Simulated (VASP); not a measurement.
# Pb (P6_3/mmc) in VASP: notebook

Runs on Pb. Level: PBEsol. Tasks: relaxation of cell and atoms.

Everything below comes from runs of VASP 6.6.1. Logs are shortened: lines on timing, memory, paths and dates and some standing lists are left out, and cuts for length are marked.

## Step 1: Starting point

The structure is hexagonal, space group P6_3/mmc (No. 194). Conventional cell: a = 3.480 Å, b = 3.480 Å, c = 5.590 Å, α = 90.00°, β = 90.00°, γ = 120.00°. Pb (site symmetry -6m2) has 12 Pb at 3.44 to 3.48 Å as nearest neighbours.

This isn't the form of Pb at room conditions, which is fcc.

## Step 2: Relaxation of cell and atoms, PBEsol, target pressure 10 GPa, at which the enthalpy is minimised

INCAR reads:

```
SYSTEM = Pb
ALGO = Fast
EDIFF = 1E-7
EDIFFG = -0.01
ENCUT = 600
GGA = PS
IBRION = 2
ISIF = 3
ISMEAR = -1
LASPH = .True.
LCHARG = .False.
LREAL = .False.
LWAVE = .False.
NELM = 100
NSW = 40
PREC = Accurate
PSTRESS = 100
SIGMA = 0.05
```

KPOINTS reads:

```
k-points
0
Gamma
  9 9 5
  0 0 0
```

POSCAR reads:

```
Pb
1.0
    3.4800000000      0.0000000000      0.0000000000
   -1.7400000000      3.0137684052      0.0000000000
    0.0000000000      0.0000000000      5.5900000000
Pb
2
Direct
    0.6666666667      0.3333333333      0.7500000000
    0.3333333333      0.6666666667      0.2500000000
```

Potentials or basis: VASP PAW PBE potentials, release 64 (Pb_d).

The run is started by

```sh
cat potpaw_PBE.64/Pb_d/POTCAR > POTCAR
mpirun -np 1 vasp_std > vasp.out
```

OUTCAR:

```text
SYSTEM = Pb
   EDIFF = 1E-7
   EDIFFG = -0.01
   ENCUT = 600
   GGA = PS
   IBRION = 2
   ISIF = 3
   ISMEAR = -1
   LASPH = .True.
   LREAL = .False.
   NELM = 100
   NSW = 40
   PREC = Accurate
   PSTRESS = 100

 ion  position               nearest neighbor table
   1  0.667  0.333  0.750-   2 3.44   2 3.44   2 3.44   2 3.44   2 3.44   2 3.44
   2  0.333  0.667  0.250-   1 3.44   1 3.44   1 3.44   1 3.44   1 3.44   1 3.44

  LATTYP: Found a hexagonal cell.
 ALAT       =     3.4800000000
 C/A-ratio  =     1.6063218391

  Lattice vectors:

 A1 = (   3.4800000000,   0.0000000000,   0.0000000000)
 A2 = (  -1.7400000000,   3.0137684052,   0.0000000000)
 A3 = (   0.0000000000,   0.0000000000,   5.5900000000)

Analysis of symmetry for initial positions (statically):
=====================================================================
 Subroutine PRICEL returns:
 Original cell was already a primitive cell.

 Routine SETGRP: Setting up the symmetry group for a
 hexagonal supercell.

 Subroutine GETGRP returns: Found 24 space group operations
 (whereof 12 operations were pure point group operations)
 out of a pool of 24 trial point group operations.

The static configuration has the point symmetry D_3d.
 The point group associated with its full space group is D_6h.

Analysis of symmetry for dynamics (positions and initial velocities):
=====================================================================
 Subroutine PRICEL returns:
 Original cell was already a primitive cell.

 Routine SETGRP: Setting up the symmetry group for a
 hexagonal supercell.

 Subroutine GETGRP returns: Found 24 space group operations
 (whereof 12 operations were pure point group operations)
 out of a pool of 24 trial point group operations.

The dynamic configuration has the point symmetry D_3d.
 The point group associated with its full space group is D_6h.

 Subroutine INISYM returns: Found 24 space group operations
 (whereof 12 operations are pure point group operations),
 and found     1 'primitive' translations

----------------------------------------------------------------------------------------

                                     Primitive cell

  volume of cell :      58.6274

  direct lattice vectors                    reciprocal lattice vectors
     3.480000000  0.000000000  0.000000000     0.287356322  0.165905250  0.000000000
    -1.740000000  3.013768405  0.000000000     0.000000000  0.331810500  0.000000000
     0.000000000  0.000000000  5.590000000     0.000000000  0.000000000  0.178890877

  length of vectors
     3.480000000  3.480000000  5.590000000     0.331810500  0.331810500  0.178890877

  position of ions in fractional coordinates (direct lattice)
     0.666666667  0.333333333  0.750000000
     0.333333333  0.666666667  0.250000000

  ion indices of the primitive-cell ions
   primitive index   ion index
                 1           1
                 2           2

----------------------------------------------------------------------------------------

 KPOINTS: k-points

Automatic generation of k-mesh.
 Grid dimensions read from file:
 generate k-points for:    9    9    5

 Generating k-lattice:

  Cartesian coordinates                     Fractional coordinates (reciprocal lattice)
     0.031928480  0.018433917  0.000000000     0.111111111 -0.000000000  0.000000000
     0.000000000  0.036867833  0.000000000     0.000000000  0.111111111  0.000000000
     0.000000000  0.000000000  0.035778175     0.000000000  0.000000000  0.200000000

  Length of vectors
     0.036867833  0.036867833  0.035778175

  Shift w.r.t. Gamma in fractional coordinates (k-lattice)
     0.000000000  0.000000000  0.000000000

 Subroutine IBZKPT returns following result:
 ===========================================

 Found     36 irreducible k-points:

 Following reciprocal coordinates:
            Coordinates               Weight
  0.000000  0.000000  0.000000      1.000000
  0.111111  0.000000  0.000000      6.000000
  0.222222  0.000000  0.000000      6.000000
  0.333333  0.000000  0.000000      6.000000
  0.444444  0.000000  0.000000      6.000000
  0.111111  0.111111  0.000000      6.000000
[... 16 lines left out ...]
  0.333333  0.222222  0.200000     24.000000
  0.333333  0.333333  0.200000      4.000000
 [... further k-points ...]
   k-points           NKPTS =     36   k-points in BZ     NKDIM =     36   number of bands    NBANDS=     18
   number of dos      NEDOS =    301   number of ions     NIONS =      2
   total plane-waves  NPLWV =  37632
   dimension x,y,z NGX =    28 NGY =   28 NGZ =   48
   dimension x,y,z NGXF=    56 NGYF=   56 NGZF=   96
   ions per type =               2
   NGX,Y,Z   is equivalent  to a cutoff of  13.38, 13.38, 14.28 a.u.
   NGXF,Y,Z  is equivalent  to a cutoff of  26.75, 26.75, 28.55 a.u.
 SYSTEM =  Pb
   PREC   = accura    normal or accurate (medium, high low for compatibility)
   ISTART =      0    job   : 0-new  1-cont  2-samecut
   ICHARG =      2    charge: 1-file 2-atom 10-const
   ISPIN  =      1    spin polarized calculation?
   LNONCOLLINEAR =      F non collinear calculations
   LSORBIT =      F    spin-orbit coupling
   LASPH  =      T    aspherical Exc in radial PAW
   ENCUT  =  600.0 eV  44.10 Ry    6.64 a.u.   6.95  6.95 11.16*2*pi/ulx,y,z
   NELM   =    100;   NELMIN=  2; NELMDL= -5     # of ELM steps
   EDIFF  = 0.1E-06   stopping-criterion for ELM
   LREAL  =      F    real-space projection
   EDIFFG = -.1E-01   stopping-criterion for IOM
   NSW    =     40    number of steps for IOM
   IBRION =      2    ionic relax: 0-MD 1-quasi-New 2-CG
   NFREE  =      1    steps in history (QN), initial steepest desc. (CG)
   ISIF   =      3    stress and relaxation
   ISYM   =      2    0-nonsym 1-usesym 2-fastsym
   POTIM  = 0.5000    time-step for ionic-motion
   TEBEG  =    0.0;   TEEND  =   0.0 temperature during run
   PSTRESS=  100.0 pullay stress
   NELECT =      28.0000    total number of electrons
   NUPDOWN=      -1.0000    fix difference up-down
   EMIN   =  10.00;   EMAX   =-10.00  energy-range for DOS
   EFERMI =   0.00;   METHOD = LEGACY
   ISMEAR =    -1;   SIGMA  =   0.05  broadening in eV -4-tet -1-fermi 0-gaus
   EFERMI_NEDOS =   21; number of points for ismear=-14 and -15
   IALGO  =     68    algorithm
   IMIX   =      4    mixing-type and parameters
     AMIX     =   0.40;   BMIX     =  1.00
     AMIX_MAG =   1.60;   BMIX_MAG =  1.00
  volume/ion in A,a.u.               =      29.31       197.82
  Fermi-wavevector in a.u.,A,eV,Ry     =   1.279658  2.418203 22.279870  1.637524
  Thomas-Fermi vector in A             =   2.412131
   LORBIT       =      0    0 simple, 1 ext, 2 COOP (PROOUT), +10 PAW based schemes
   GGA     = PS    functional components
   LHFCALC =     F    Hartree Fock is set to
   AEXX    =    0.0000 exact exchange contribution
   IVDW    =     0    specifies the selected vdW correction
   LEPSILON=     F    determine dielectric tensor
   LRPA    =     F    only Hartree local field effects (RPA)
 conjugate gradient relaxation of ions
 non-spin polarized calculation
 RMM-DIIS sequential band-by-band and
  energy-cutoff  :      600.00
  volume of cell :       58.63
 maximum number of plane-waves:      1971
 NGX is ok and might be reduce to    28
   NGX = 13   NGY = 13   NGZ = 23

--------------------------------------- Ionic step        1  -------------------------------------------

 number of electron      27.9999996 magnetization

 Free energy of the ion-electron system (eV)
  ---------------------------------------------------
  ext. energy  EPLUGINS =         0.00000000
  ---------------------------------------------------
  free energy    TOTEN  =        -7.94616699 eV

  energy without entropy =       -7.93559390  energy(sigma->0) =       -7.94088044

------------------------ aborting loop because EDIFF is reached ----------------------------------------

  FORCE on cell =-STRESS in cart. coord.  units (eV):
  Direction    XX          YY          ZZ          XY          YZ          ZX
  --------------------------------------------------------------------------------------
  -------------------------------------------------------------------------------------
  Total       -0.0614452     -0.0614452      1.3223372      0.0000000      0.0000000      0.0000000
  in kB       -1.6791821     -1.6791821     36.1369814      0.0000000      0.0000000      0.0000000
  external PRESSURE =     -89.0737942 kB  Pullay stress =     100.0000000 kB
[... 25 lines left out ...]
--------------------------------------- Ionic step        2  -------------------------------------------

 number of electron      28.0000001 magnetization

 E-fermi :  10.5590     XC(G=0): -11.7647

 val. band max:       10.5499500891   @ k =   0.2222   0.0000   0.4000
 cond. band min:      10.5815153054   @ k =   0.2222   0.2222   0.2000
 fundamental gap:      0.0315652163
 Fermi energy:        10.5590053748

 k-point     1 :       0.0000    0.0000    0.0000
  band No.  band energies     occupation
      1      -6.8490      2.00000
      2      -6.6922      2.00000
      3      -6.6424      2.00000
      4      -6.6424      2.00000
      5      -6.5924      2.00000
      6      -6.5924      2.00000
[... 481 lines left out ...]
      5      -6.4591      2.00000
      6      -6.4584      2.00000
[... 10 lines left out ...]
     17      13.8009      0.00000
     18      13.8009      0.00000

 [... further k-points ...]

------------------------ aborting loop because EDIFF is reached ----------------------------------------

  FORCE on cell =-STRESS in cart. coord.  units (eV):
  Direction    XX          YY          ZZ          XY          YZ          ZX
  --------------------------------------------------------------------------------------
  -------------------------------------------------------------------------------------
  Total        6.8036604      6.8036604      7.0690826     -0.0000000      0.0000000      0.0000000
  in kB      237.8080797    237.8080797    247.0853716     -0.0000000      0.0000000      0.0000000
  external PRESSURE =     140.9005104 kB  Pullay stress =     100.0000000 kB
[... 215 lines left out ...]
--------------------------------------- Ionic step        8  -------------------------------------------

 number of electron      28.0000001 magnetization

 Free energy of the ion-electron system (eV)
  ---------------------------------------------------
  ext. energy  EPLUGINS =         0.00000000
  ---------------------------------------------------
  free energy    TOTEN  =        -7.76046399 eV

  energy without entropy =       -7.75016922  energy(sigma->0) =       -7.75531660

 E-fermi :   8.8635     XC(G=0): -11.1399

 val. band max:        8.8596242612   @ k =   0.3333   0.3333   0.2000
 cond. band min:       8.8946392998   @ k =   0.2222   0.2222   0.2000
 fundamental gap:      0.0350150386
 Fermi energy:         8.8634989194

 k-point     1 :       0.0000    0.0000    0.0000
  band No.  band energies     occupation
      1      -8.2165      2.00000
      2      -8.1527      2.00000
      3      -8.1106      2.00000
      4      -8.1106      2.00000
      5      -8.0791      2.00000
      6      -8.0791      2.00000
[... 481 lines left out ...]
      5      -7.9552      2.00000
      6      -7.9546      2.00000
[... 10 lines left out ...]
     17      11.7582      0.00000
     18      11.7582      0.00000

 [... further k-points ...]

------------------------ aborting loop because EDIFF is reached ----------------------------------------

  FORCE on cell =-STRESS in cart. coord.  units (eV):
  Direction    XX          YY          ZZ          XY          YZ          ZX
  --------------------------------------------------------------------------------------
  -------------------------------------------------------------------------------------
  Total        3.2315690      3.2315690      3.2256023      0.0000000      0.0000000     -0.0000000
  in kB      100.2649862    100.2649862    100.0798608      0.0000000      0.0000000     -0.0000000
  external PRESSURE =       0.2032778 kB  Pullay stress =     100.0000000 kB
[... 21 lines left out ...]
  energy  without entropy=       -7.7501692158  energy(sigma->0) =       -7.75531660

  enthalpy is  TOTEN    =        -4.5374355879 eV   P V=        3.2230283974

 reached required accuracy - stopping structural energy minimisation
```

Run time: 5.8 min. Hardware: 1 thread of Intel Xeon Platinum 8375C at 2.90GHz (Ice Lake), shared host; peak memory 0.22 GiB.

Results:

```
Free energy                                            : -7.7605 eV
Relaxed volume                                         : 25.82 Å³/atom
Relaxed cell                                           : a = 3.275 Å, b = 3.275 Å, c = 5.560 Å, α = 90.00°, β = 90.00°, γ = 120.00°
Space group after relaxing (to 0.05 Å)                 : P6_3/mmc (No. 194)
Energy change on relaxing (the enthalpy is what falls) : +92.9 meV/atom
Ionic steps                                            : 8
Pressure after relaxing                                : 10.0 GPa
Band gap on the k mesh                                 : none (metal or under the smearing width)
```

Step by step:
| step | energy change (eV) | largest force (eV/Å) | pressure (GPa) | volume (Å³) |
| --- | --- | --- | --- | --- |
| 1 | 0.0000 | 0.0000 | 1.09 | 58.63 |
| 2 | 0.7808 | 0.0000 | 24.09 | 45.84 |
| 3 | 0.2060 | 0.0000 | 10.13 | 51.53 |
| 4 | 0.2145 | 0.0000 | 10.39 | 51.39 |
| 5 | 0.1991 | 0.0000 | 10.34 | 51.44 |
| 6 | 0.1970 | 0.0000 | 10.32 | 51.46 |
| 7 | 0.1735 | 0.0000 | 9.60 | 51.84 |
| 8 | 0.1857 | 0.0000 | 10.02 | 51.64 |

Final structure:
```cif
data_structure
_symmetry_space_group_name_H-M 'P 1'
_symmetry_Int_Tables_number 1
_cell_length_a 3.2749
_cell_length_b 3.2749
_cell_length_c 5.5596
_cell_angle_alpha 90.000
_cell_angle_beta 90.000
_cell_angle_gamma 120.000
_cell_volume 51.64
loop_
_atom_site_label
_atom_site_type_symbol
_atom_site_fract_x
_atom_site_fract_y
_atom_site_fract_z
_atom_site_occupancy
Pb1 Pb 0.66667 0.33333 0.75000 1
Pb2 Pb 0.33333 0.66667 0.25000 1
```

Caveat: the cell is relaxed towards a set pressure, so the enthalpy falls and the energy may rise; the PAW data sets were made with another functional, which shifts forces and pressure a little. The run has no spin-orbit coupling, so splittings on Pb are missing.

[end of part 1 of 2]
